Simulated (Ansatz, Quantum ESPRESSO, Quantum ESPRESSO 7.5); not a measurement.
## Band edges of 2H-WSe2, 1 layer under strain

How do the band edges of 2H-WSe2, 1 layer move against the vacuum when the sheet is stretched?

Main program and level: Quantum ESPRESSO 7.5; plane-wave DFT, PBE, GBRV ultrasoft pseudopotentials (geometry by Ansatz 0.2.0 with PAW datasets; geometry under PBE).

### Step 1. The structure

The cell holds 3 atoms: 2 Se and 1 W. Its edges and angles: a = 3.320 Å, b = 3.320 Å, c = 18.740 Å, α = 90.0°, β = 90.0°, γ = 120.0°. It derives from WSe2. Vacuum lies along c.

### Step 2. Relaxation with Ansatz

A relaxation in Ansatz fixes the structure of this slab for the runs on it.

The input, input.yaml:

```yaml
crystal:
  lattice:
    - [3.32, 0.0, 0.0]
    - [-1.66, 2.8752043406, 0.0]
    - [0.0, 0.0, 18.7403479339]
  atoms:
    - { symbol: Se, position: [0.3333333333, 0.6666666667, 0.4002060168] }
    - { symbol: W, position: [0.0, 0.0, 0.5] }
    - { symbol: Se, position: [0.3333333333, 0.6666666667, 0.5997939832] }
kpoints:
  mp_grid: { grid: [12, 12, 1] }
hamiltonian:
  xc: pbe
scf:
  occupations: { method: fermi_dirac, width: 0.05 }
  convergence: { dr2_threshold: 1.0e-08 }
efield:
  axis: 3
  dipole_correction: true
  ramp_position: 0.97
  ramp_width: 0.04
relax:
  f_tol: 0.01
  cell: { fix: [c, alpha, beta] }
output:
  write_potential: true
  write_density: true
  volumetric_format: npy
```

On the command line:

```console
$ ansatz run input.yaml --threads 2 --pin off --max-ram 4096MiB --backend cpu --events-out ev --progress --plain --runs-dir out
```

Numbers of over 12 decimals in the logs are rounded to 6 here.

The program printed:

```text
Warning: relax.cell: scf.convergence.dr2_threshold = 1e-8 eV is looser than the 3e-10 eV advised for a relaxation that steers and ends on the stress (1e-10 eV for each atom of the cell: 3). What an SCF threshold leaves in a stress goes as its square root, and in the free energy as the threshold itself, and one threshold admits the most on a small cell: [figures from the program's tests cut] Set scf.convergence.dr2_threshold to 3e-10 eV or tighter. The threshold is an SCF's pass mark: one that does not reach it within its budget of iterations ends unconverged, or closes short of it on a stop that the run arms, and scf.convergence.dr2_threshold's page says what that costs each kind of run
Engine: ansatz 0.2.0, aarch64-unknown-linux-gnu
Pseudopotentials: kind: paw
Pseudopotential: Se, paw, valence charge 16, recommended cutoff 420 eV (normal), Se.paw.azcp
Pseudopotential: W, paw, valence charge 14, recommended cutoff 420 eV (normal), W.paw.azcp
Functional definition: PBE
  parameter kappa = 0.804
  parameter beta = 0.066725
  exchange = pbe_x(kappa = kappa, mu = beta*pi^2/3)
  correlation = pbe_c(beta = beta)
Crystal: 3 atoms, lattice volume = 178.889 Å³
Basis set: ecut = 420 eV, 3567 PW (Γ), exchange–correlation on 48×48×256 points (8 copies of the dense FFT grid, shifted against one another)
Bands: 28, of which v1, the nominal top of the filled ones, is band 23 counted from 1 (22 counted from 0)
Symmetry: 6 space group operations
k-points: 19 of 144 (time reversal used)
Non-local potential: Se, projectors of the file, l = 0: 2, l = 1: 2, l = 2: 3, l = 3: 1
Non-local potential: W, projectors of the file, l = 0: 3, l = 1: 2, l = 2: 2, l = 3: 1
PAW form: soft (Blöchl's): semilocal exchange-correlation on the pseudo side does not see the compensation charge
PAW one-centre angular grid: Se, 590 points (default); XC on 64 Gauss nodes
PAW one-centre angular grid: W, 590 points (default); XC on 64 Gauss nodes
Initial density: superposition of atomic densities (neutral atoms: chi_scale 0, normalization atom), corrected by the library's trained network
Initial wavefunctions: pseudopotential atomic-orbital guess
Functional: x = pbe(κ = 0.804, μ = 0.219515), c = pbe(β = 0.066725)
SCF iter   1: F=—  HF=-21324.127369 eV  |F-HF|=—  |Δ(HF+E_count)|=         —  Δρ=3.16e-3  dr2=1.81e-2  ethr=1.77e-3  p=0.000 e·Å  D=1.57e-4 V/Å  ΔV_dip=-0.00 eV  dr2_dipole=6.98e-7  V_vac-E_F(+/−)=4.46/4.46 eV  ⟨swp⟩=8.1  Hψ=2461  notcnv=0
efield: sawtooth ramp at fractional position 0.9700 (set: `efield.ramp_position`, or a place that a band, a saddle search or an elastic batch's reference lends), width 0.0400; the density the first Hamiltonian is built on has a dipole p = 0.000 e·Å; the dipole correction subtracts the counter field D = 1.57e-4 V/Å, which shifts the + side's vacuum level by -0.00 eV against the − side's; the planar-averaged density in the ramp window peaks in size at 3.6e-5 e/Å³
preconditioner: auto → none  [insulator: Δε(μ)=1.081 eV  Ē_g=7.982 eV  σ=0.050 eV  W_gap=1.00  n_scr=12 (ndim 8)  ℏωp=11.8 eV  f_vac=0.621  D(μ)=0.00/eV (n_scr^D=0)  ε∞_Penn≈3.2]
SCF iter   2: F=—  HF=-21324.145367 eV  |F-HF|=—  |Δ(HF+E_count)|=   1.80e-2  Δρ=4.28e-3  dr2=1.35e-1  ethr=3.93e-5  p=-0.000 e·Å  D=-4.37e-4 V/Å  ΔV_dip=0.01 eV  dr2_dipole=2.21e-5  V_vac-E_F(+/−)=4.62/4.62 eV  ⟨swp⟩=2.4  Hψ=1003  notcnv=0  defer=6
SCF iter   3: F=—  HF=-21324.131996 eV  |F-HF|=—  |Δ(HF+E_count)|=   1.34e-2  Δρ=1.51e-3  dr2=7.31e-3  ethr=3.93e-5  p=0.001 e·Å  D=5.10e-4 V/Å  ΔV_dip=-0.01 eV  dr2_dipole=2.32e-5  V_vac-E_F(+/−)=4.37/4.38 eV  ⟨swp⟩=2.2  Hψ=754  notcnv=0  defer=6
SCF iter   4: F=—  HF=-21324.133084 eV  |F-HF|=—  |Δ(HF+E_count)|=   1.09e-3  Δρ=5.13e-4  dr2=3.11e-3  ethr=1.59e-5  p=-0.003 e·Å  D=-3.30e-3 V/Å  ΔV_dip=0.06 eV  dr2_dipole=1.09e-3  V_vac-E_F(+/−)=4.43/4.37 eV  ⟨swp⟩=2.0  Hψ=691  notcnv=0  defer=6
SCF iter   5: F=—  HF=-21324.133060 eV  |F-HF|=—  |Δ(HF+E_count)|=   2.43e-5  Δρ=3.66e-4  dr2=1.93e-3  ethr=6.77e-6  p=0.003 e·Å  D=2.62e-3 V/Å  ΔV_dip=-0.05 eV  dr2_dipole=6.92e-4  V_vac-E_F(+/−)=4.36/4.41 eV  ⟨swp⟩=2.1  Hψ=676  notcnv=0  defer=6
SCF iter   6: F=—  HF=-21324.132969 eV  |F-HF|=—  |Δ(HF+E_count)|=   9.12e-5  Δρ=1.78e-4  dr2=3.87e-4  ethr=4.19e-6  p=0.001 e·Å  D=1.17e-3 V/Å  ΔV_dip=-0.02 eV  dr2_dipole=1.38e-4  V_vac-E_F(+/−)=4.38/4.40 eV  ⟨swp⟩=1.2  Hψ=530  notcnv=0  defer=6
SCF iter   7: F=—  HF=-21324.132949 eV  |F-HF|=—  |Δ(HF+E_count)|=   1.93e-5  Δρ=4.51e-5  dr2=2.21e-5  ethr=8.40e-7  p=0.000 e·Å  D=2.28e-4 V/Å  ΔV_dip=-0.00 eV  dr2_dipole=7.50e-6  V_vac-E_F(+/−)=4.39/4.39 eV  ⟨swp⟩=1.8  Hψ=596  notcnv=0  defer=6
SCF iter   8: F=—  HF=-21324.132925 eV  |F-HF|=—  |Δ(HF+E_count)|=   2.46e-5  Δρ=8.38e-6  dr2=3.49e-7  ethr=4.80e-8  p=-0.000 e·Å  D=-9.96e-7 V/Å  ΔV_dip=0.00 eV  dr2_dipole=8.54e-8  V_vac-E_F(+/−)=4.39/4.39 eV  ⟨swp⟩=2.0  Hψ=645  notcnv=0  defer=6
SCF iter   9: F=—  HF=-21324.132920 eV  |F-HF|=—  |Δ(HF+E_count)|=   4.75e-6  Δρ=2.19e-6  dr2=9.52e-9  ethr=2.17e-11  p=-0.000 e·Å  D=-5.60e-6 V/Å  ΔV_dip=0.00 eV  dr2_dipole=1.12e-9  V_vac-E_F(+/−)=4.39/4.39 eV  ⟨swp⟩=9.3  Hψ=3738  notcnv=0
SCF iter  10: F=-21324.132920 eV  HF=-21324.132920 eV  |F-HF|=1.19e-9  |Δ(HF+E_count)|=   1.72e-8  Δρ=3.61e-7  dr2=5.52e-10  ethr=2.07e-11  p=-0.000 e·Å  D=-5.08e-6 V/Å  ΔV_dip=0.00 eV  dr2_dipole=2.39e-10  V_vac-E_F(+/−)=4.39/4.39 eV  ⟨swp⟩=7.5  Hψ=3196  notcnv=0
SCF 1 converged in 10 iterations: F = -21324.132920 eV  dr2 = 5.52e-10
  greatest PAW one-centre occupation: 1.000 electrons in one spin orbital (limit 2), on the Se atom at site 2 (counted from 0), in its partial waves of l = 2
relax step   1: F+E_penalty+E_count = -21324.13292017 eV  Δ(F+E_penalty+E_count) = +0.000e0 eV  max|allowed force component| = 2.510e0 eV/Å  Δτ_max = 0.0000 Å  P = -4.552 GPa  Ω = 178.889 Å³  fix = [c, alpha, beta]  reactions: c -8.410 GPa  (10 SCF iters, accepted)
Crystal: 3 atoms, lattice volume = 177.006 Å³
Basis set: ecut = 420 eV, 3519 PW (Γ), exchange–correlation on 48×48×256 points (8 copies of the dense FFT grid, shifted against one another)
Initial density: handed on by an earlier stage of this run
Initial wavefunctions: those handed on with the density
iter 1 solved again at ethr=6.72e-4 eV; its pass at ethr=3.10e-3 eV (dr2=3.09e-1 eV) is discarded
SCF iter   1: F=—  HF=-21324.703395 eV  |F-HF|=—  |Δ(HF+E_count)|=         —  Δρ=9.56e-3  dr2=3.11e-1  ethr=6.72e-4  p=0.000 e·Å  D=2.03e-5 V/Å  ΔV_dip=-0.00 eV  dr2_dipole=1.14e-9  V_vac-E_F(+/−)=4.44/4.44 eV  ⟨swp⟩=1.3  Hψ=2872  notcnv=0
[...]
SCF iter   3: F=—  HF=-21324.658273 eV  |F-HF|=—  |Δ(HF+E_count)|=   5.34e-3  Δρ=2.66e-4  dr2=1.85e-4  ethr=1.61e-5  p=0.000 e·Å  D=1.36e-5 V/Å  ΔV_dip=-0.00 eV  dr2_dipole=4.51e-10  V_vac-E_F(+/−)=4.33/4.33 eV  ⟨swp⟩=2.1  Hψ=760  notcnv=0
SCF iter   4: F=—  HF=-21324.658276 eV  |F-HF|=—  |Δ(HF+E_count)|=   2.72e-6  Δρ=5.81e-5  dr2=4.03e-6  ethr=4.02e-7  p=0.000 e·Å  D=4.39e-5 V/Å  ΔV_dip=-0.00 eV  dr2_dipole=4.76e-8  V_vac-E_F(+/−)=4.33/4.33 eV  ⟨swp⟩=2.0  Hψ=717  notcnv=0
SCF iter   5: F=—  HF=-21324.658286 eV  |F-HF|=—  |Δ(HF+E_count)|=   9.75e-6  Δρ=2.68e-5  dr2=4.90e-6  ethr=8.76e-9  p=-0.000 e·Å  D=-1.40e-4 V/Å  ΔV_dip=0.00 eV  dr2_dipole=1.52e-6  V_vac-E_F(+/−)=4.34/4.33 eV  ⟨swp⟩=2.7  Hψ=1030  notcnv=0
SCF iter   6: F=—  HF=-21324.658288 eV  |F-HF|=—  |Δ(HF+E_count)|=   2.19e-6  Δρ=3.50e-5  dr2=2.23e-5  ethr=8.76e-9  p=0.000 e·Å  D=3.64e-4 V/Å  ΔV_dip=-0.01 eV  dr2_dipole=7.41e-6  V_vac-E_F(+/−)=4.33/4.34 eV  ⟨swp⟩=2.2  Hψ=656  notcnv=0  recentre
SCF iter   7: F=—  HF=-21324.658285 eV  |F-HF|=—  |Δ(HF+E_count)|=   2.49e-6  Δρ=3.24e-6  dr2=1.98e-8  ethr=8.76e-9  p=0.000 e·Å  D=1.71e-5 V/Å  ΔV_dip=-0.00 eV  dr2_dipole=2.15e-13  V_vac-E_F(+/−)=4.33/4.34 eV  ⟨swp⟩=2.0  Hψ=634  notcnv=0
SCF iter   8: F=-21324.658285 eV  HF=-21324.658285 eV  |F-HF|=1.56e-9  |Δ(HF+E_count)|=   1.09e-8  Δρ=1.65e-6  dr2=4.07e-9  ethr=2.17e-11  p=0.000 e·Å  D=1.47e-5 V/Å  ΔV_dip=-0.00 eV  dr2_dipole=1.01e-12  V_vac-E_F(+/−)=4.33/4.34 eV  ⟨swp⟩=10.8  Hψ=3576  notcnv=0
SCF 3 converged in 8 iterations: F = -21324.658285 eV  dr2 = 4.07e-9
relax step   3: F+E_penalty+E_count = -21324.65828546 eV  Δ(F+E_penalty+E_count) = -4.544e-3 eV  max|allowed force component| = 6.637e-2 eV/Å  Δτ_max = 0.0077 Å  P = -0.242 GPa  Ω = 179.811 Å³  energy of the carried Pulay correction = -4.769e-5 eV  fix = [c, alpha, beta]  reactions: c -0.200 GPa  (8 SCF iters, accepted)
[...]
relax step   4: F+E_penalty+E_count = -21324.65913323 eV  Δ(F+E_penalty+E_count) = -8.478e-4 eV  max|allowed force component| = 7.040e-3 eV/Å  Δτ_max = 0.0003 Å  P = -0.009 GPa  Ω = 178.878 Å³  energy of the carried Pulay correction = +6.004e-7 eV  fix = [c, alpha, beta]  reactions: c -0.023 GPa  (8 SCF iters, accepted)
Initial wavefunctions: pseudopotential atomic-orbital guess (no wavefunctions were taken with the density)
iter 1 solved again at ethr=7.96e-8 eV; its pass at ethr=3.10e-3 eV (dr2=3.66e-5 eV) is discarded
SCF iter   1: F=—  HF=-21324.659124 eV  |F-HF|=—  |Δ(HF+E_count)|=         —  Δρ=7.27e-7  dr2=8.58e-10  ethr=7.96e-8  p=0.000 e·Å  D=1.68e-5 V/Å  ΔV_dip=-0.00 eV  dr2_dipole=2.03e-13  V_vac-E_F(+/−)=4.32/4.32 eV  ⟨swp⟩=5.1  Hψ=4285  notcnv=0
efield: sawtooth ramp at fractional position 0.9700 (set: `efield.ramp_position`, or a place that a band, a saddle search or an elastic batch's reference lends), width 0.0400; the density the first Hamiltonian is built on has a dipole p = 0.000 e·Å; the dipole correction subtracts the counter field D = 1.68e-5 V/Å, which shifts the + side's vacuum level by -0.00 eV against the − side's; the planar-averaged density in the ramp window peaks in size at 1.7e-5 e/Å³
eigensolver tolerance schedule: the retry pair's looser diagonalisation over-reported the residual by 42677.62 of it (diagonalisation noise at an unbounded share of the residual, at the tolerance the schedule requests for it); recorded, not acted on — ethr = c·dr2/N_el stays at c = 1.0e-1
preconditioner: auto → none  [insulator: Δε(μ)=1.552 eV  Ē_g=8.701 eV  σ=0.050 eV  W_gap=1.00  n_scr=12 (ndim 8)  ℏωp=11.8 eV  f_vac=0.642  D(μ)=0.00/eV (n_scr^D=0)  ε∞_Penn≈2.8]
SCF iter   2: F=—  HF=-21324.659132 eV  |F-HF|=—  |Δ(HF+E_count)|=   8.72e-6  Δρ=5.62e-7  dr2=2.51e-9  ethr=1.87e-12  p=0.000 e·Å  D=1.64e-5 V/Å  ΔV_dip=-0.00 eV  dr2_dipole=6.26e-12  V_vac-E_F(+/−)=4.32/4.32 eV  ⟨swp⟩=15.4  Hψ=4472  notcnv=0
SCF iter   3: F=-21324.659132 eV  HF=-21324.659132 eV  |F-HF|=4.80e-10  |Δ(HF+E_count)|=  3.27e-10  Δρ=3.97e-7  dr2=5.45e-10  ethr=1.87e-12  p=0.000 e·Å  D=1.72e-5 V/Å  ΔV_dip=-0.00 eV  dr2_dipole=1.17e-11  V_vac-E_F(+/−)=4.32/4.32 eV  ⟨swp⟩=7.0  Hψ=3010  notcnv=0
SCF 5 converged in 3 iterations: F = -21324.659132 eV  dr2 = 5.45e-10
relax step   5: F+E_penalty+E_count = -21324.65913246 eV  Δ(F+E_penalty+E_count) = +7.726e-7 eV  max|allowed force component| = 7.034e-3 eV/Å  Δτ_max = 0.0000 Å  P = -0.008 GPa  Ω = 178.878 Å³  fix = [c, alpha, beta]  reactions: c -0.021 GPa  stress off target by 8.73e-4 GPa on what of the cell is left free  SCF on the basis re-selected at this cell (its energy is not comparable with the rows above)  (3 SCF iters)
basis re-selected at this cell: Δ(F+E_penalty+E_count) = +7.726e-7 eV, ΔP = +0.001 GPa vs the last step (what re-selecting the basis moved, of the pressure what is left beyond the Pulay correction that the steps carried, after the strain that the cell walked since its last selection, with what the two solves' SCF thresholds leave and, on support functions, any second-order correction that the steps lacked; it is no m [...]
SCF converged after 3 iterations
Free energy (F): -21324.659132 eV
Harris-Foulkes:  -21324.659132 eV  (|F-HF|=4.80e-10)
Internal energy: -21324.659132 eV  (E = F + TS)
E sigma→0 (E₀):  -21324.659132 eV
Entropy (-TS):   -0.000000 eV (-0.000 meV/atom)
Fermi energy:    1.714591 eV
Dipole field:    D = 0.000012 V/Å  (p = 0.000012 e·Å, saw-weighted, corrected)
Work function:   Φ+ = 4.3190 eV   Φ− = 4.3191 eV
Levels:          The Fermi level and band energies are counted from a zero that moves with the ramp; work functions are not
--- Per-component energies (eV) ---
  E_band       = -1378.688409
  E_kinetic    = 687.587369
  E_local      = -38251.162544  (includes V_loc(G=0)·N_el)
  E_nonlocal   = -1189.875225
  E_hartree    = 18749.180274
  E_xc         = -475.604047
  E_vxc        = -435.511999  (∫ρ·V_xc dr)
  E_paw        = -12385.597833  (= ΣΔE_a)
  E_vpaw       = 311.913350  (= ΣTr[D̂ρ^β])
  E_aug_tail   = -0.001245  (compensation charges beyond the density's cutoff)
  E_efield     = 0.000000  (sawtooth field / dipole correction)
  E_vefield    = -0.000106  (∫n·V_field dr)
  E_ewald      = 11540.814119
  E_smearing   = -0.000000  (= −TS)
  E_closure    = 0.000000  (closes the sum)
  Σ components = -21324.659132   (vs F -21324.659132, Δ=0.00e0)
--- Forces (eV/Å), atoms counted from 1 ---
  atom   1  Se     0.00000000    -0.00000000     0.00703464
  atom   2  W      0.00000000     0.00000000     0.00000067
  atom   3  Se     0.00000000    -0.00000000    -0.00703348
  max |Σ_I F_I| component: 1.84e-6 eV/Å
--- Stress (GPa, compression-positive) ---
       -0.000873      -0.000000      -0.000000
       -0.000000      -0.000873       0.000000
        0.000000       0.000000      -0.021250
  P = ⅓ Tr σ = -0.0077 GPa (-0.077 kbar)
--- Band table (eV; the first three rows and the last of 19) ---
  k-point 0: bands = [... 19 lower, -1.2071, -0.2879, -0.2879, 0.6183, 3.8409, 3.8409, 4.0032, 4.0032, ... 1 higher]
  k-point 1: bands = [... 19 lower, -1.2937, -0.4599, -0.2446, 0.5849, 3.5730, 3.6084, 3.8729, 4.0180, ... 1 higher]
  k-point 2: bands = [... 19 lower, -1.0237, -0.8629, -0.3789, 0.4051, 3.0245, 3.4268, 3.5777, 4.4158, ... 1 higher]
  k-point 18: bands = [... 19 lower, -2.7801, -2.3112, -1.3894, 0.9429, 2.4953, 3.7647, 4.3899, 5.7883, ... 1 higher]
--- Relaxed structure (4 steps of the walk, 4 accepted, 1 SCFs on fresh bases) ---
  F+E_penalty+E_count = -21324.65913246 eV   max|allowed force component| = 7.034e-3 eV/Å   (the final SCF, on the basis selected at the relaxed cell)
  cell:  # Å, volume = 178.8778 Å³
    - [3.319893, 0, 0]
    - [-1.659946, 2.875111, 0]
    - [0, 0, 18.7403479339]
  atoms:
    - { symbol: Se, position: [0.333333, 0.666667, 0.410418] }
    - { symbol: W, position: [0, -2.878355989888598e-17, 0.500000] }
    - { symbol: Se, position: [0.333333, 0.666667, 0.589582] }
```

Elapsed: 35 s, on 2 threads of Arm Neoverse N1, shared host; peak memory 0.48 GiB.

The steps of the relaxation:

| step | energy less that of the first step (eV) | largest force component (eV/Å) | pressure (GPa) | volume (Å³) |
| --- | --- | --- | --- | --- |
| 1 | 0.0000 | 2.5104 | -4.55 | 178.89 |
| 2 | -0.5208 | 0.2311 | 0.68 | 177.01 |
| 3 | -0.5254 | 0.0664 | -0.24 | 179.81 |
| 4 | -0.5262 | 0.0070 | -0.01 | 178.88 |
| 5* | -0.5262 | 0.0070 | -0.01 | 178.88 |

Relaxation steps marked * repeat the geometry before them on a plane-wave basis chosen anew for their cell, so energy and pressure can jump there.

Forces are held to the 6 operations that the run works with; a distortion that breaks them can't arise in this run.

```
cell as run  before  after  change
      a (Å)   3.320  3.320  -0.0 %
      b (Å)   3.320  3.320  -0.0 %
```

The atoms that moved most (Å, along periodic axes as changes of fractional coordinates times the final cell, across vacuum about the mean position):

| atom | dx | dy | dz | length |
| --- | --- | --- | --- | --- |
| Se3 | 0.000 | 0.000 | -0.191 | 0.191 |
| Se1 | 0.000 | 0.000 | 0.191 | 0.191 |

Final coordinates:

```cif
data_structure
_symmetry_space_group_name_H-M 'P 1'
_symmetry_Int_Tables_number 1
_cell_length_a 3.3199
_cell_length_b 3.3199
_cell_length_c 18.7403
_cell_angle_alpha 90.000
_cell_angle_beta 90.000
_cell_angle_gamma 120.000
_cell_volume 178.88
loop_
_atom_site_label
_atom_site_type_symbol
_atom_site_fract_x
_atom_site_fract_y
_atom_site_fract_z
_atom_site_occupancy
Se1 Se 0.33333 0.66667 0.41042 1
W2 W 0.00000 0.00000 0.50000 1
Se3 Se 0.33333 0.66667 0.58958 1
```

Numbers from this step:

| Quantity | Value |
| --- | --- |
| free energy | -21324.6591 eV |
| Fermi energy | 1.715 eV |
| gap by band count | 1.552 eV |
| symmetry operations | 6 |
| dipole along the normal | 1.22e-5 e·Å |
| vacuum level at the upper face over a Fermi level inside the gap | 4.319 eV |
| vacuum level at the lower face over a Fermi level inside the gap | 4.319 eV |

(Part 1 of 2 ends here.)

[Logs are printed without paths, hosts, clocks, repeated set-up lines and the standing remarks that a program may print on its own settings, such as how far it seeks lower states.]

[Hosts, paths, dates, database ids (printed as entryN), source tags and the programs' standing remarks are cut or masked in the printed files.]

[Maps of the electrostatic potential energy from Ansatz leave out the sawtooth potential of an applied field or a dipole correction, so their vacuum need not be flat; planar profiles and work functions include it.]
